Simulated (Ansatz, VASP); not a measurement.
# SrO: VASP beside Ansatz, part 3 of 3

One calculation is typed for both programs; each brings its own data sets and cutoff. How far apart do they land? The cell is taken from a series of VASP runs on this material, whose earlier steps may have relaxed, scaled or displaced it; both programs get it as it stands.

VASP 6.6.1 and Ansatz 0.2.0.

So far. Step 2 (Ansatz: elastic constants, LDA): The run ends at a pressure of -0.79 GPa.

## 6. Ansatz: relaxation of cell and atoms, r2SCAN

Level of this step: Ansatz beside VASP: Kohn-Sham DFT, plane waves, r2SCAN (Ansatz).

The relaxed volume is the usual yardstick between codes: its relative difference is about their pressure difference at one cell divided by the bulk modulus. The cell compared in this pair holds 34.52 Å³, against 32.72 Å³ for the pair before.

The cell is taken from a series of VASP runs on this material, whose earlier steps may have relaxed, scaled or displaced it; both programs get it as it stands.

File input.yaml:

```yaml
crystal:
  lattice:
    - [0.0, 2.5844158174, 2.5844158174]
    - [2.5844158174, 0.0, 2.5844158174]
    - [2.5844158174, 2.5844158174, 0.0]
  atoms:
    - { symbol: Sr, position: [0.0, 0.0, 0.0] }
    - { symbol: O, position: [0.5, 0.5, 0.5] }
hamiltonian:
  xc: r2scan
  pseudopotentials: { kind: paw }
kpoints:
  mp_grid: { grid: [8, 8, 8] }
scf:
  occupations: { method: gaussian, width: 0.03 }
relax:
  f_tol: 0.01
  max_steps: 60
  cell: { stress_tol: 0.05 }
output:
  forces: true
  stress: true
```

The run is started by

```console
ansatz run input.yaml --threads 4 --pin off --max-ram 9216MiB --backend cpu --events-out ev --progress --plain --runs-dir out
```

Numbers of over 12 decimals in the logs are rounded to 6 here.

Log:

```text
[...]
Crystal: 2 atoms, lattice volume = 34.524 Å³
Basis set: ecut = 500 eV, 893 PW (Γ), exchange–correlation on 108×108×108 points (64 copies of the dense FFT grid, shifted against one another)
Bands: 12, of which v1, the nominal top of the filled ones, is band 8 counted from 1 (7 counted from 0)
Symmetry: 48 space group operations
[...]
k-points: 29 of 512
[...]
P = ⅓ Tr σ = -0.0030 GPa (-0.030 kbar)
--- Relaxed structure (3 steps of the walk, 2 accepted, 1 SCFs on fresh bases) ---
  F+E_penalty+E_count = -4127.05532413 eV   max|allowed force component| = 3.228e-29 eV/Å   (the final SCF, on the basis selected at the relaxed cell)
  cell:  # Å, volume = 34.3449 Å³
    - [0, 2.579947, 2.579947]
    - [2.579947, 0, 2.579947]
    - [2.579947, 2.579947, 0]
  atoms:
    - { symbol: Sr, position: [0, 0, 0] }
    - { symbol: O, position: [0.500000, 0.500000, 0.500000] }
[key lines of the parts left out:]
SCF converged after 5 iterations
Free energy (F): -4127.055324 eV
Fermi energy:    9.394294 eV
```

Wall time 4.3 s (4 threads of Arm Neoverse N1, shared host); peak memory 0.37 GiB.

## 7. VASP: relaxation of cell and atoms, r2SCAN

The same cell, functional, mesh and smearing now go to VASP, with its own data sets and cutoff.

File INCAR:

```
SYSTEM = SrO
PREC = Accurate
ENCUT = 560
EDIFF = 1E-07
NELM = 100
ISMEAR = 0
SIGMA = 0.03
LREAL = .FALSE.
ALGO = Normal
METAGGA = R2SCAN
LASPH = .TRUE.
NBANDS = 14
LORBIT = 11
LWAVE = .FALSE.
LCHARG = .FALSE.
KPAR = 4
IBRION = 2
NSW = 50
ISIF = 3
EDIFFG = -0.002
```

File POSCAR:

```
SrO
1.0
    0.0000000000      2.5844158174      2.5844158174
    2.5844158174      0.0000000000      2.5844158174
    2.5844158174      2.5844158174      0.0000000000
Sr O
1 1
Direct
    0.0000000000      0.0000000000      0.0000000000
    0.5000000000      0.5000000000      0.5000000000
```

File KPOINTS:

```
Automatic mesh
0
Gamma
8 8 8
0 0 0
```

PAW data sets: Sr_sv and O (PBE family, release 64).

The run is started by

```console
mpirun -np 4 vasp_std
```

Log:

```text
[banner, memory and clock lines left out]
running    4 mpi-ranks, on    1 nodes
[...]
|                                                                             |
|               ----> ADVICE to this user running VASP <----                  |
|                                                                             |
|     You enforced a specific xc type in the INCAR file but a different       |
|     [... a line on the potential file left out ...]
|     I HOPE YOU KNOW WHAT YOU ARE DOING!                                     |
|                                                                             |

 LDA part: xc-table for (None), standard interpolation
 POSCAR, INCAR and KPOINTS ok, starting setup
[...]
entering main loop
       N       E                     dE             d eps       ncg     rms          rms(c)
DAV:   1     0.525478890031E+02    0.52548E+02   -0.89398E+03   812   0.120E+03
DAV:   2    -0.312888032100E+02   -0.83837E+02   -0.75989E+02  1116   0.243E+02
DAV:   3    -0.346163604324E+02   -0.33276E+01   -0.33034E+01  1092   0.442E+01
DAV:   4    -0.347159046830E+02   -0.99544E-01   -0.99518E-01   970   0.680E+00
[...]
DAV:  14    -0.270572182955E+02    0.32109E-06   -0.11896E-06   944   0.114E-02    0.346E-03
DAV:  15    -0.270572181241E+02    0.17138E-06   -0.95232E-08   520   0.294E-03    0.186E-03
DAV:  16    -0.270572181038E+02    0.20299E-07   -0.14954E-08   418   0.123E-03
   1 F= -.27057218E+02 E0= -.27057218E+02  d E =-.270572E+02
[...]
reached required accuracy - stopping structural energy minimisation
```

From OUTCAR (step 7):

```text
  Total        0.0018889      0.0018889      0.0018889      0.0000000     -0.0000000     -0.0000000
  in kB        0.0876607      0.0876607      0.0876607      0.0000000     -0.0000000     -0.0000000
  external PRESSURE =       0.0876607 kB  Pullay stress =       0.0000000 kB

 POSITION                                       TOTAL-FORCE (eV/Angst)
 -----------------------------------------------------------------------------------
      0.00000      0.00000      0.00000         0.000000      0.000000     -0.000000
      2.58442      2.58442      2.58442        -0.000000     -0.000000      0.000000
 -----------------------------------------------------------------------------------
    total drift:                                0.000000      0.000000      0.000000

  FREE ENERGIE OF THE ION-ELECTRON SYSTEM (eV)
  ---------------------------------------------------
  free  energy   TOTEN  =       -27.0572181038 eV

  energy  without entropy=      -27.0572181038  energy(sigma->0) =      -27.05721810

 reached required accuracy - stopping structural energy minimisation

[... 1 part as in an earlier step ...]

[... 2 further parts left out ...]
[key lines of the parts left out:]
E-fermi :   1.5087
```

The PAW data sets were made with PBE, which is usual practice but a small mismatch for other functionals. The run keeps the 48 symmetry operations of its start, so it cannot find a distortion of lower symmetry.

## 8. Side by side

What differs besides the data sets and the points named for the pairs above, as far as they apply: VASP keeps PBE cores, Ansatz makes them for the functional; both relaxations stop at a tolerance, which leaves soft axes loose, and VASP keeps its plane-wave basis; the cutoff is 500 eV in Ansatz and 560 eV in VASP; Ansatz adds a Pulay correction to the stress that steers its cell, VASP none. Total energies have different zeros and are not compared.

Compared:

```csv
quantity,Ansatz,VASP,difference
volume (Å³),34.34,34.52,-0.52 %
"edge a after relaxation, in the typed setting (Å)",3.649,3.655,-0.17 %
```

The walks stopped with 0.00 GPa left in Ansatz and 0.01 GPa in VASP; each walk ends within a tolerance, so the volume difference is uncertain by about these residues over the bulk modulus, most in soft cells.

## 9. Summary of results

```yaml
difference_in_c11_elastic_constants_lda: -5.6 %
difference_in_volume_relaxation_of_cell_and_atoms_r2scan: -0.52 %
```

In words: The difference in C11 is -5.6 % (elastic constants, LDA), beyond the 5 % picked in this series as the mark of a large difference. Elastic constants, LDA, norm-conserving potentials (cutoff 1143 eV): the difference in C12 goes from -1.4 to -2.3 %; the difference in C13 goes from -1.4 to -2.3 %; the difference in C23 goes from -1.4 to -2.3 %. Such differences can come from data sets, numerical settings and the points named under the comparisons, not from the functional's error against experiment.

[Lines on the potential files, build, host, timing and source positions are cut from VASP's logs without a mark.]

[Logs are printed without paths, hosts, clocks, repeated set-up lines and the standing remarks that a program may print on its own settings, such as how far it seeks lower states.]

[Hosts, paths, dates, database ids (printed as entryN), source tags and the programs' standing remarks are cut or masked in the printed files.]
